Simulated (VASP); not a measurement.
# HfB2 (P6/mmm) in VASP: a series of runs

One crystal, HfB2, is run at these levels: PBE+D3(BJ); tasks: single point, relaxation of cell and atoms.

Everything below comes from runs of VASP 6.6.1. Logs are shortened: lines on timing, memory, paths and dates and some standing lists are left out, and cuts for length are marked.

## 1. The crystal as given

The structure is hexagonal, space group P6/mmm (No. 191). Conventional cell: a = 3.145 Å, b = 3.145 Å, c = 3.487 Å, α = 90.00°, β = 90.00°, γ = 120.00°. Hf (site symmetry 6/mmm) has 12 B at 2.52 Å as nearest neighbours. B (site symmetry -6m2) is surrounded by 3 B at 1.82 Å.

## 2. Single point, PBE+D3(BJ) (relaxed again under DFT PBE+D3(BJ), scalar-relativistic, plane waves, PAW)

INCAR reads:

```
  PREC = Accurate
  ENCUT = 520
  EDIFF = 1E-6
  ISMEAR = 0
  SIGMA = 0.1
  LREAL = F
  LASPH = T
  NELM = 100
  ALGO = Normal
  ISIF = 2
  LWAVE = F
  LCHARG = F
  GGA = PE
  IVDW = 12
  NBANDS = 15
```

KPOINTS reads:

```
Automatic mesh
0
Gamma
  15 15 12
```

POSCAR reads:

```
HfB2
1.0
    3.1217726805      0.0000000000      0.0000000000
   -1.5608863402      2.7035344462      0.0000000000
    0.0000000000      0.0000000000      3.4563036608
Hf B
1 2
Direct
    0.0000000000      0.0000000000      0.0000000000
    0.3333333333      0.6666666667      0.5000000000
    0.6666666667      0.3333333333      0.5000000000
```

Potentials or basis: VASP PAW PBE potentials, release 64 (Hf_pv, B).

Launch:

```console
$ cat potpaw_PBE.64/Hf_pv/POTCAR potpaw_PBE.64/B/POTCAR > POTCAR
$ mpirun -np 1 vasp_std > vasp.out
```

OUTCAR:

```text
PREC = Accurate
   ENCUT = 520
   EDIFF = 1E-6
   ISMEAR = 0
   LREAL = F
   LASPH = T
   NELM = 100
   ISIF = 2
   GGA = PE
   IVDW = 12
 IVDW          = 12

 ion  position               nearest neighbor table
   1  0.000  0.000  0.000-   2 2.50   3 2.50   2 2.50   3 2.50   3 2.50   3 2.50   2 2.50   2 2.50
                             3 2.50   3 2.50   2 2.50   2 2.50
   2  0.333  0.667  0.500-   3 1.80   3 1.80   3 1.80   1 2.50   1 2.50   1 2.50   1 2.50   1 2.50
                             1 2.50
   3  0.667  0.333  0.500-   2 1.80   2 1.80   2 1.80   1 2.50   1 2.50   1 2.50   1 2.50   1 2.50
                             1 2.50

  LATTYP: Found a hexagonal cell.
 ALAT       =     3.1217726805
 C/A-ratio  =     1.1071605830

  Lattice vectors:

 A1 = (   3.1217726805,   0.0000000000,   0.0000000000)
 A2 = (  -1.5608863402,   2.7035344462,   0.0000000000)
 A3 = (   0.0000000000,   0.0000000000,   3.4563036608)

Analysis of symmetry for initial positions (statically):
=====================================================================
 Subroutine PRICEL returns:
 Original cell was already a primitive cell.

 Routine SETGRP: Setting up the symmetry group for a
 hexagonal supercell.

 Subroutine GETGRP returns: Found 24 space group operations
 (whereof 24 operations were pure point group operations)
 out of a pool of 24 trial point group operations.

The static configuration has the point symmetry D_6h.

Analysis of symmetry for dynamics (positions and initial velocities):
=====================================================================
 Subroutine PRICEL returns:
 Original cell was already a primitive cell.

 Routine SETGRP: Setting up the symmetry group for a
 hexagonal supercell.

 Subroutine GETGRP returns: Found 24 space group operations
 (whereof 24 operations were pure point group operations)
 out of a pool of 24 trial point group operations.

The dynamic configuration has the point symmetry D_6h.

 Subroutine INISYM returns: Found 24 space group operations
 (whereof 24 operations are pure point group operations),
 and found     1 'primitive' translations

----------------------------------------------------------------------------------------

                                     Primitive cell

  volume of cell :      29.1706

  direct lattice vectors                    reciprocal lattice vectors
     3.121772680  0.000000000  0.000000000     0.320330819  0.184943085  0.000000000
    -1.560886340  2.703534446  0.000000000     0.000000000  0.369886169  0.000000000
     0.000000000  0.000000000  3.456303661     0.000000000  0.000000000  0.289326430

  length of vectors
     3.121772680  3.121772681  3.456303661     0.369886169  0.369886169  0.289326430

  position of ions in fractional coordinates (direct lattice)
     0.000000000  0.000000000  0.000000000
     0.333333333  0.666666667  0.500000000
     0.666666667  0.333333333  0.500000000

  ion indices of the primitive-cell ions
   primitive index   ion index
                 1           1
                 2           2
                 3           3

----------------------------------------------------------------------------------------

 KPOINTS: Automatic mesh

Automatic generation of k-mesh.
 Grid dimensions read from file:
 generate k-points for:   15   15   12

 Generating k-lattice:

  Cartesian coordinates                     Fractional coordinates (reciprocal lattice)
     0.021355388  0.012329539  0.000000000     0.066666667  0.000000000  0.000000000
     0.000000000  0.024659078  0.000000000     0.000000000  0.066666667  0.000000000
     0.000000000  0.000000000  0.024110536     0.000000000  0.000000000  0.083333333

  Length of vectors
     0.024659078  0.024659078  0.024110536

  Shift w.r.t. Gamma in fractional coordinates (k-lattice)
     0.000000000  0.000000000  0.000000000

 Subroutine IBZKPT returns following result:
 ===========================================

 Found    189 irreducible k-points:

 Following reciprocal coordinates:
            Coordinates               Weight
  0.000000  0.000000  0.000000      1.000000
  0.066667  0.000000  0.000000      6.000000
  0.133333  0.000000  0.000000      6.000000
  0.200000  0.000000  0.000000      6.000000
  0.266667  0.000000  0.000000      6.000000
  0.333333  0.000000  0.000000      6.000000
[... 16 lines left out ...]
  0.333333  0.200000  0.000000     12.000000
  0.400000  0.200000  0.000000      6.000000
 [... further k-points ...]
   k-points           NKPTS =    189   k-points in BZ     NKDIM =    189   number of bands    NBANDS=     15
   number of dos      NEDOS =    301   number of ions     NIONS =      3
   total plane-waves  NPLWV =  16128
   dimension x,y,z NGX =    24 NGY =   24 NGZ =   28
   dimension x,y,z NGXF=    48 NGYF=   48 NGZF=   56
   ions per type =               1   2
   NGX,Y,Z   is equivalent  to a cutoff of  12.78, 12.78, 13.47 a.u.
   NGXF,Y,Z  is equivalent  to a cutoff of  25.56, 25.56, 26.94 a.u.
 SYSTEM =  unknown system
   PREC   = accura    normal or accurate (medium, high low for compatibility)
   ISTART =      0    job   : 0-new  1-cont  2-samecut
   ICHARG =      2    charge: 1-file 2-atom 10-const
   ISPIN  =      1    spin polarized calculation?
   LNONCOLLINEAR =      F non collinear calculations
   LSORBIT =      F    spin-orbit coupling
   LASPH  =      T    aspherical Exc in radial PAW
   ENCUT  =  520.0 eV  38.22 Ry    6.18 a.u.   5.80  5.80  6.43*2*pi/ulx,y,z
   NELM   =    100;   NELMIN=  2; NELMDL= -5     # of ELM steps
   EDIFF  = 0.1E-05   stopping-criterion for ELM
   LREAL  =      F    real-space projection
   EDIFFG = 0.1E-04   stopping-criterion for IOM
   NSW    =      0    number of steps for IOM
   IBRION =     -1    ionic relax: 0-MD 1-quasi-New 2-CG
   NFREE  =      0    steps in history (QN), initial steepest desc. (CG)
   ISIF   =      2    stress and relaxation
   ISYM   =      2    0-nonsym 1-usesym 2-fastsym
   POTIM  = 0.5000    time-step for ionic-motion
   TEBEG  =    0.0;   TEEND  =   0.0 temperature during run
   PSTRESS=    0.0 pullay stress
   NELECT =      16.0000    total number of electrons
   NUPDOWN=      -1.0000    fix difference up-down
   EMIN   =  10.00;   EMAX   =-10.00  energy-range for DOS
   EFERMI =   0.00;   METHOD = LEGACY
   ISMEAR =     0;   SIGMA  =   0.10  broadening in eV -4-tet -1-fermi 0-gaus
   EFERMI_NEDOS =   21; number of points for ismear=-14 and -15
   IALGO  =     38    algorithm
   IMIX   =      4    mixing-type and parameters
     AMIX     =   0.40;   BMIX     =  1.00
     AMIX_MAG =   1.60;   BMIX_MAG =  1.00
  volume/ion in A,a.u.               =       9.72        65.62
  Fermi-wavevector in a.u.,A,eV,Ry     =   1.340087  2.532398 24.433809  1.795834
  Thomas-Fermi vector in A             =   2.468428
   LORBIT       =      0    0 simple, 1 ext, 2 COOP (PROOUT), +10 PAW based schemes
   GGA     = PE    functional components
   LHFCALC =     F    Hartree Fock is set to
   AEXX    =    0.0000 exact exchange contribution
   IVDW    =    12    specifies the selected vdW correction
   LEPSILON=     F    determine dielectric tensor
   LRPA    =     F    only Hartree local field effects (RPA)
 non-spin polarized calculation
 Gauss-broadening in eV      SIGMA  =   0.10
  energy-cutoff  :      520.00
  volume of cell :       29.17
 maximum number of plane-waves:       798
 NGX is ok and might be reduce to    24
   NGX = 11   NGY = 11   NGZ = 13

 number of electron      15.9999999 magnetization

 Free energy of the ion-electron system (eV)
  ---------------------------------------------------
  ext. energy  EPLUGINS =         0.00000000
  ---------------------------------------------------
  free energy    TOTEN  =       -26.38953588 eV

  energy without entropy =      -26.38841639  energy(sigma->0) =      -26.38897614

 E-fermi :   7.8454     XC(G=0): -12.6839

 val. band max:        7.8074521024   @ k =   0.4000   0.1333   0.0000
 cond. band min:       7.8545610461   @ k =   0.0667   0.0667   0.4167
 fundamental gap:      0.0471089438
 Fermi energy:         7.8453947393

 k-point     1 :       0.0000    0.0000    0.0000
  band No.  band energies     occupation
      1     -22.7573      2.00000
      2     -22.2363      2.00000
      3     -22.2363      2.00000
      4      -6.0428      2.00000
      5       4.7723      2.00000
      6       4.8732      2.00000
      7       4.8732      2.00000
      8       5.0501      2.00000
      9      11.9365      0.00000
     10      11.9365      0.00000
     11      12.5883      0.00000
     12      12.5883      0.00000
     13      12.8794      0.00000
     14      12.8794      0.00000
     15      12.9326      0.00000

 k-point     2 :       0.0667    0.0000    0.0000
  band No.  band energies     occupation
      1     -22.7512      2.00000
      2     -22.2739      2.00000
      3     -22.2446      2.00000
      4      -5.9444      2.00000
      5       4.5932      2.00000
      6       4.8696      2.00000
      7       4.8725      2.00000
      8       4.9609      2.00000
      9      11.6960      0.00000
     10      11.8661      0.00000
     11      12.0039      0.00000
     12      12.0673      0.00000
     13      13.2482      0.00000
     14      13.5999      0.00000
     15      13.7475      0.00000
[... 365 lines left out ...]
      3     -22.5866      2.00000
      4      -2.1016      2.00000
      5      -0.2235      2.00000
      6       1.7940      2.00000
      7       4.1492      2.00000
      8       6.9666      2.00000
      9       7.6120      1.99903
     10      10.1397      0.00000
     11      13.2625      0.00000
     12      14.8723      0.00000
     13      16.3759      0.00000
     14      17.7850      0.00000
     15      18.1119      0.00000

 k-point    24 :       0.4000    0.2000    0.0000
  band No.  band energies     occupation
      1     -22.9499      2.00000
      2     -22.6054      2.00000
      3     -22.6035      2.00000
      4      -1.3527      2.00000
      5      -0.9887      2.00000
      6       1.6855      2.00000
      7       4.1923      2.00000
      8       6.7433      2.00000
      9       7.5701      1.99990
     10      10.8543      0.00000
     11      12.5388      0.00000
     12      14.8400      0.00000
     13      16.9184      0.00000
     14      18.0713      0.00000
     15      18.4646      0.00000

 [... further k-points ...]

------------------------ aborting loop because EDIFF is reached ----------------------------------------

 Edisp (eV)   -1.10583

 E8    (eV) :    -0.4978

  FORCE on cell =-STRESS in cart. coord.  units (eV):
  Direction    XX          YY          ZZ          XY          YZ          ZX
  --------------------------------------------------------------------------------------
  -------------------------------------------------------------------------------------
  Total      -0.08426    -0.08426    -0.01678    -0.00000    -0.00000    -0.00000
  in kB      -4.62799    -4.62799    -0.92154    -0.00000    -0.00000    -0.00000
  external pressure =       -3.39 kB  Pullay stress =        0.00 kB

 VOLUME and BASIS-vectors are now :
 -----------------------------------------------------------------------------
  energy-cutoff  :      520.00
  volume of cell :       29.17
      direct lattice vectors                 reciprocal lattice vectors
     3.121772680  0.000000000  0.000000000     0.320330819  0.184943085  0.000000000
    -1.560886340  2.703534446  0.000000000     0.000000000  0.369886169  0.000000000
     0.000000000  0.000000000  3.456303661     0.000000000  0.000000000  0.289326430

 POSITION                                       TOTAL-FORCE (eV/Angst)
 -----------------------------------------------------------------------------------
      0.00000      0.00000      0.00000        -0.000000      0.000000      0.000000
     -0.00000      1.80236      1.72815         0.000000      0.000000      0.000000
      1.56089      0.90118      1.72815        -0.000000     -0.000000      0.000000
 -----------------------------------------------------------------------------------
    total drift:                               -0.000000      0.000000      0.000000

  FREE ENERGIE OF THE ION-ELECTRON SYSTEM (eV)
  ---------------------------------------------------
  free  energy   TOTEN  =       -27.4953622534 eV

  energy  without entropy=      -27.4942427640  energy(sigma->0) =      -27.49480251
```

It took 31 s on 1 thread of Intel Xeon Platinum 8559C (Emerald Rapids), shared host; peak memory 0.22 GiB.

Results:

```
Free energy                : -27.4954 eV
Pressure                   : -0.3 GPa
Band gap on the k mesh     : none (metal or under the smearing width)
Dispersion energy per atom : -0.369 eV
```

Stress tensor (GPa, compression positive):
```
-0.46  0.00  0.00
 0.00 -0.46  0.00
 0.00  0.00 -0.09
```

Levels at points of the mesh, in eV from the Fermi level:
```tsv
k point	band 4	band 5	band 6	band 7	band 8	band 9	band 10	band 11	band 12	band 13
(0.00, 0.00, 0.00)	-13.89	-3.07	-2.97	-2.97	-2.80	4.09	4.09	4.74	4.74	5.03
(0.00, 0.00, 0.50)	-11.40	-8.47	-1.24	-1.24	0.28	0.28	0.99	0.99	2.27	5.10
```

Caveat: pairwise dispersion overbinds metals, which lowers pressure and volume.

## 3. Relaxation of cell and atoms, PBE+D3(BJ)

INCAR reads:

```
SYSTEM = HfB2
ALGO = Normal
EDIFF = 1E-7
EDIFFG = -0.005
ENCUT = 600
GGA = PE
IBRION = 2
ISIF = 3
ISMEAR = 0
IVDW = 12
LASPH = .True.
LCHARG = .False.
LREAL = .False.
LWAVE = .False.
NELM = 100
NSW = 70
PREC = Accurate
SIGMA = 0.1
```

KPOINTS reads:

```
k-points
0
Gamma
  15 15 12
  0 0 0
```

POSCAR reads:

```
HfB2
1.0
    3.1450633627      0.0000000000      0.0000000000
   -1.5725316813      2.7237047686      0.0000000000
    0.0000000000      0.0000000000      3.4872976848
Hf B
1 2
Direct
    0.0000000000      0.0000000000      0.0000000000
    0.3333333333      0.6666666667      0.5000000000
    0.6666666667      0.3333333333      0.5000000000
```

Potentials or basis: VASP PAW PBE potentials, release 64 (Hf_pv, B).

Launch:

```console
$ cat potpaw_PBE.64/Hf_pv/POTCAR potpaw_PBE.64/B/POTCAR > POTCAR
$ mpirun -np 1 vasp_std > vasp.out
```

Wall time 2.6 min (1 thread of Intel Xeon Platinum 8559C (Emerald Rapids), shared host); peak memory 0.25 GiB.

Results (log left out):

```
Free energy                            : -27.4979 eV
Relaxed volume                         : 9.71 Å³/atom
Relaxed cell                           : a = 3.119 Å, b = 3.119 Å, c = 3.457 Å, α = 90.00°, β = 90.00°, γ = 120.00°
Space group after relaxing (to 0.05 Å) : P6/mmm (No. 191)
Energy gained by relaxing              : 5.0 meV/atom
Ionic steps                            : 8
Pressure after relaxing                : 0.0 GPa
Band gap on the k mesh                 : none (metal or under the smearing width)
Dispersion energy per atom             : -0.369 eV
```

Step by step:
| step | energy change (eV) | largest force (eV/Å) | pressure (GPa) | volume (Å³) |
| --- | --- | --- | --- | --- |
| 1 | 0.0000 | 0.0000 | -6.32 | 29.87 |
| 2 | 0.0110 | 0.0000 | 9.16 | 28.21 |
| 3 | -0.0149 | 0.0000 | -0.04 | 29.14 |
| 4 | -0.0149 | 0.0000 | 0.08 | 29.13 |
| 5 | -0.0149 | 0.0000 | 0.10 | 29.12 |
| 6 | -0.0149 | 0.0000 | 0.10 | 29.12 |
| 7 | -0.0149 | 0.0000 | -0.10 | 29.15 |
| 8 | -0.0149 | 0.0000 | -0.01 | 29.13 |

Final structure:
```yaml
crystal:
  lattice:
    - [3.11948, 0.00000, 0.00000]
    - [-1.55974, 2.70155, 0.00000]
    - [0.00000, 0.00000, 3.45685]
  atoms:
    - { symbol: Hf, position: [0.00000, 0.00000, 0.00000] }
    - { symbol: B, position: [0.33333, 0.66667, 0.50000] }
    - { symbol: B, position: [0.66667, 0.33333, 0.50000] }
```

Levels at points of the mesh, in eV from the Fermi level:
| k point | band 6 | band 7 | band 8 | band 9 | band 10 | band 11 |
| --- | --- | --- | --- | --- | --- | --- |
| (0.00, 0.00, 0.00) | -2.97 | -2.97 | -2.80 | 4.10 | 4.10 | 4.74 |
| (0.00, 0.00, 0.50) | -1.23 | -1.23 | 0.29 | 0.29 | 0.99 | 0.99 |

Caveat: pairwise dispersion overbinds metals, which lowers pressure and volume. Spin-orbit coupling is left out, which matters for the levels of Hf.
